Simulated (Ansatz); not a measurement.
# N: the cost of one run

Computed with Ansatz 0.2.0 (DFT PBE+D3(BJ), scalar-relativistic, plane waves, PAW, unless a step's input says otherwise).

### Step 1. The system as given

The structure is tetragonal, space group P4_2/mnm (No. 136). The conventional cell has a = 4.094 Å, b = 4.094 Å, c = 5.325 Å, α = 90.00°, β = 90.00°, γ = 90.00°. N (site symmetry m2m) has 1 N at 1.10 Å as nearest neighbours.

Coordinates:

```
CELL_PARAMETERS angstrom
4.09432 0.00000 0.00000
0.00000 4.09432 0.00000
0.00000 0.00000 5.32496
ATOMIC_POSITIONS crystal
N 0.90487 0.90487 0.00000
N 0.59513 0.40487 0.50000
N 0.09513 0.09513 0.00000
N 0.40487 0.59513 0.50000
```

It goes back to an entry of the Materials Project, which need not be the stable form.

This cell was relaxed beforehand with the same method: volume 22.32 Å³/atom, gap on the mesh 6.98 eV.

### Step 2. The cell scaled to 0.97 of its volume

Contents of input.yaml:

```yaml
crystal:
  lattice:
    - [4.052956616, 0.0, 0.0]
    - [0.0, 4.052956616, 0.0]
    - [0.0, 0.0, 5.2711670144]
  atoms:
    - { symbol: "N", position: [0.9048713889, 0.9048713889, 0.0] }
    - { symbol: "N", position: [0.5951286111, 0.4048713889, 0.5] }
    - { symbol: "N", position: [0.0951286111, 0.0951286111, 0.0] }
    - { symbol: "N", position: [0.4048713889, 0.5951286111, 0.5] }
basis:
  ecutwfc: 420
kpoints:
  mp_grid: { grid: [6, 6, 4] }
hamiltonian:
  xc: pbe
  dispersion: d3bj
scf:
  occupations: { method: gaussian, width: 0.02 }
output:
  forces: true
  stress: true
  eigenvalues: true
relax:
  adjacent_minimum: "off"
  f_tol: 0.01
  max_steps: 30
  cell: { stress_tol: 0.1, fix: [volume] }
```

Run with:

```bash
ansatz run input.yaml --threads 1 --pin off --max-ram 2560MiB --backend cpu --events-out ev --progress --plain --runs-dir out
```

**Question.** How long does this run take on 1 thread of an x86-64 CPU, shared host, and how much memory does it need?

About 3 s, with a peak of 0.4 GiB.
